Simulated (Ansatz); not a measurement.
Ti₂C: iterations to self-consistency

These are results of Ansatz, DFT r2SCAN, scalar-relativistic, plane waves, PAW, not measurements.

```
CELL_PARAMETERS angstrom
1.54070 0.88952 4.81377
-1.54070 0.88952 4.81377
0.00000 -1.77905 4.81377
ATOMIC_POSITIONS crystal
Ti 0.24550 0.24550 0.24550
Ti 0.75450 0.75450 0.75450
C 0.50000 0.50000 0.50000
```

```
plane-wave cutoff : 500 eV
Γ-centred k-mesh  : 18×18×18
occupation rule   : Gaussian smearing, 0.1 eV
spin treatment    : unpolarised
```

Each run starts from superposed atomic densities and uses Broyden mixing with its automatic preconditioner, at most 120 iterations and the default threshold on the density residual; only the length of the Broyden history differs.

```csv
length of the Broyden history,iterations,converged,"density residual (eV) at iterations 1, 3, 5"
1,15,yes,16 0.36 0.0046
3,12,yes,16 0.36 0.0035
5,11,yes,16 0.36 0.0035
16,9,yes,16 0.75 0.0028
```

Cost: 4 runs of about 3.3 core-minutes in all, on Oxide Virtual Turin-like Processor (Zen 5) (shared hosts).